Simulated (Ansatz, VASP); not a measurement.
# Tl: VASP beside Ansatz

INCAR

```
SYSTEM = Tl
PREC = Accurate ; ENCUT = 520
EDIFF = 1E-6 ; ISMEAR = -1
SIGMA = 0.05 ; LREAL = .FALSE.
LASPH = .TRUE. ; NELM = 80
ALGO = Normal ; ISIF = 2
LWAVE = .FALSE. ; LCHARG = .FALSE.
GGA = PE ; NBANDS = 12
```

Contents of KPOINTS:

```
Automatic mesh
0
G
  14 14 14
  0 0 0
```

File POSCAR:

```
Tl
1.0
    0.0000000000      2.1504693608      2.1504693608
    2.1504693608      0.0000000000      2.1504693608
    2.1504693608      2.1504693608      0.0000000000
Tl
1
Direct
    0.0000000000      0.0000000000      0.0000000000
```

Input for Ansatz:

```yaml
crystal:
  lattice:
    - [0.0, 2.1504693608, 2.1504693608]
    - [2.1504693608, 0.0, 2.1504693608]
    - [2.1504693608, 2.1504693608, 0.0]
  atoms:
    - { symbol: Tl, position: [0.0, 0.0, 0.0] }
kpoints:
  mp_grid: { grid: [14, 14, 14] }
scf:
  occupations: { method: fermi_dirac, width: 0.05 }
hamiltonian:
  xc: pbe
  pseudopotentials: { kind: all_electron, lapw: { basis_error: 0.001 } }
output:
  forces: true
  stress: true
  eigenvalues: true
```

Change from the starting cell: volume scaled by 0.98.

Alike in both runs: task single point; functional PBE; k mesh 14 × 14 × 14; occupations fermi-dirac, width 0.05 eV; no spin polarisation.

|  | VASP | Ansatz |
| --- | --- | --- |
| version | VASP 6.6.1 | Ansatz 0.2.0 |
| potentials or method | VASP PAW PBE potentials, release 64 (Tl_d) | all-electron LAPW, scalar-relativistic |
| plane-wave cutoff (eV) | 520 | see its input |

Ansatz gave:

* pressure (GPa): 41.6

Which values does VASP return?

Pressure (GPa): 41.5.

Ansatz ran all-electron here, so the differences hold the error of VASP's frozen core and of both bases.

Caveats: so large a pressure means that the cell lies far from this level's equilibrium, or that cutoff or potentials fall short (VASP). Spin-orbit coupling is left out, which matters for the levels of Tl.
